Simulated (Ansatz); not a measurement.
# InGa5P6: what a guessed cell relaxes into

Where does this trial cell of InGa5P6 go when cell and atoms are let free?

Computed with Ansatz 0.2.0 (DFT PBE, scalar-relativistic, plane waves, PAW, unless a step's input says otherwise).

## Step 1: The starting structure

It takes space group Pmmm (No. 47, orthorhombic). The conventional cell has a = 3.831 Å, b = 5.417 Å, c = 11.492 Å, α = 90.00°, β = 90.00°, γ = 90.00°. Around In (site symmetry mmm) lie 6 P at 2.71 Å. Ga (site symmetry mm2) is surrounded by 6 P at 2.71 Å. Around Ga (site symmetry mmm) lie 6 P at 2.71 Å. P (site symmetry mm2) is surrounded by 4 Ga at 2.71 Å and 2 In at 2.71 Å. Around P (site symmetry mmm) lie 6 Ga at 2.71 Å. P (site symmetry mm2) is surrounded by 6 Ga at 2.71 Å. Around P (site symmetry mmm) lie 2 In at 2.71 Å and 4 Ga at 2.71 Å.

Structure file:

```xyz
12
Lattice="3.8305 0.0000 0.0000 0.0000 5.4172 0.0000 0.0000 0.0000 11.4915" Properties=species:S:1:pos:R:3 pbc="T T T"
In    1.9153    2.7086    0.0000
Ga    0.0000    0.0000    9.5763
Ga    0.0000    0.0000    1.9153
Ga    1.9153    2.7086    3.8305
Ga    0.0000    0.0000    5.7458
Ga    1.9153    2.7086    7.6610
P     0.0000    2.7086    1.9153
P     0.0000    2.7086    5.7458
P     1.9153    0.0000    7.6610
P     0.0000    2.7086    9.5763
P     1.9153    0.0000    0.0000
P     1.9153    0.0000    3.8305
```

The start is an ordering of an alloy on its end members' structure types: elements ordered on the sites of the InP type, Ga/In on In (Pmmm, No. 47).

## Step 2: The guess as it stands, on a coarse mesh

input.yaml reads:

```yaml
crystal:
  lattice:
    - [3.83050401, 0.0, 0.0]
    - [0.0, 5.41715072, 0.0]
    - [0.0, 0.0, 11.49151204]
  atoms:
    - { symbol: In, position: [0.5, 0.5, 0.0] }
    - { symbol: Ga, position: [0.0, 0.0, 0.83333333] }
    - { symbol: Ga, position: [0.0, 0.0, 0.16666667] }
    - { symbol: Ga, position: [0.5, 0.5, 0.33333333] }
    - { symbol: Ga, position: [0.0, 0.0, 0.5] }
    - { symbol: Ga, position: [0.5, 0.5, 0.66666667] }
    - { symbol: P, position: [0.0, 0.5, 0.16666667] }
    - { symbol: P, position: [0.0, 0.5, 0.5] }
    - { symbol: P, position: [0.5, 0.0, 0.66666667] }
    - { symbol: P, position: [0.0, 0.5, 0.83333333] }
    - { symbol: P, position: [0.5, 0.0, 0.0] }
    - { symbol: P, position: [0.5, 0.0, 0.33333333] }
basis:
  ecutwfc: 420
kpoints:
  mp_grid: { grid: [4, 4, 2] }
hamiltonian:
  xc: pbe
scf:
  occupations: { method: gaussian, width: 0.1 }
  lower_state_search: "off"
output:
  forces: true
  stress: true
  eigenvalues: true
```

Command:

```
$ ansatz run input.yaml --threads 1 --pin off --max-ram 2560MiB --backend cpu --events-out ev --progress --plain --runs-dir out
```

Further runs follow: coarse relaxation; another rough relaxation; full relaxation.

What does the calculation give? Wanted: conventional cell; volume; energy over the elements, black P; gap on the mesh.

As calculated:

| quantity | value |
| --- | --- |
| symmetry at the end (tolerance 0.05 Å) | space group Pmmm (No. 47) |
| conventional cell | a = 3.671 Å, b = 5.266 Å, c = 11.099 Å, α = 90.00°, β = 90.00°, γ = 90.00° |
| volume | 17.88 Å³/atom |
| energy over the elements, black P | 0.00 eV/atom |
| gap on the mesh | none (metal) |

The space group Pmmm (No. 47) is kept, and the volume per atom shrinks by 10.0 % from the first guess. The formation energy of this structure is too near zero to say whether it is bound against the elements. No finished test with a distortion of lower symmetry is shown, so the end may be a saddle point.
